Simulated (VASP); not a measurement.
**CdIn2O4: single point with PBE**

Crystal: CdIn2O4.

```
CELL_PARAMETERS angstrom
0.00000 4.55585 4.55585
4.55585 0.00000 4.55585
4.55585 4.55585 0.00000
ATOMIC_POSITIONS crystal
In 0.62500 0.62500 0.62500
In 0.12500 0.62500 0.62500
In 0.62500 0.62500 0.12500
In 0.62500 0.12500 0.62500
O 0.86500 0.86500 0.86500
O 0.84500 0.38500 0.38500
O 0.86500 0.86500 0.40500
O 0.38500 0.84500 0.38500
O 0.40500 0.86500 0.86500
O 0.38500 0.38500 0.38500
O 0.86500 0.40500 0.86500
O 0.38500 0.38500 0.84500
Cd 0.00000 0.00000 0.00000
Cd 0.25000 0.25000 0.25000
```

```yaml
Program: VASP 6.6.1
Task: single point
Functional: PBE
Potentials_or_basis: VASP PAW PBE potentials, release 64 (In_d, O, Cd)
Cutoff: 520 eV
k_mesh: 5 × 5 × 5
Occupations: fermi-dirac, width 0.1 eV
Spin: no spin polarisation
Dipole_correction: no
Further_INCAR_settings: ALGO = Fast; EDIFF = 1e-06; NBANDS = 75
```

```yaml
Pressure: 9.9 GPa
Largest_force: 0.844 eV/Å
Band_gap_on_the_k_mesh: 1.14 eV, indirect (least direct gap 1.21 eV)
```

Forces on the atoms (eV/Å):
```
In   0.000  0.000  0.000
In   0.000  0.000  0.000
In   0.000  0.000  0.000
In   0.000  0.000  0.000
O   -0.487 -0.487 -0.487
O    0.487 -0.487 -0.487
O    0.487  0.487 -0.487
O   -0.487  0.487 -0.487
O   -0.487  0.487  0.487
O    0.487  0.487  0.487
O    0.487 -0.487  0.487
O   -0.487 -0.487  0.487
Cd   0.000  0.000  0.000
Cd   0.000  0.000  0.000
```

Levels at points of the mesh, in eV from the valence-band top:
```
           k point  band 58  band 59  band 60  band 61  band 62  band 63  band 64  band 65  band 66  band 67
(0.00, 0.00, 0.00)    -0.16    -0.16    -0.16    -0.06    -0.06     1.14     5.32     5.65     5.65     5.65
```

Run time: 3.1 min on 1 thread of AMD EPYC 9R45 (Zen 5), on a shared host, peak memory 0.35 GiB.

Caveat: spin-orbit coupling is left out, which moves the levels of the heavy elements; an odd mesh through Γ misses points on the zone boundary, where band edges often lie.
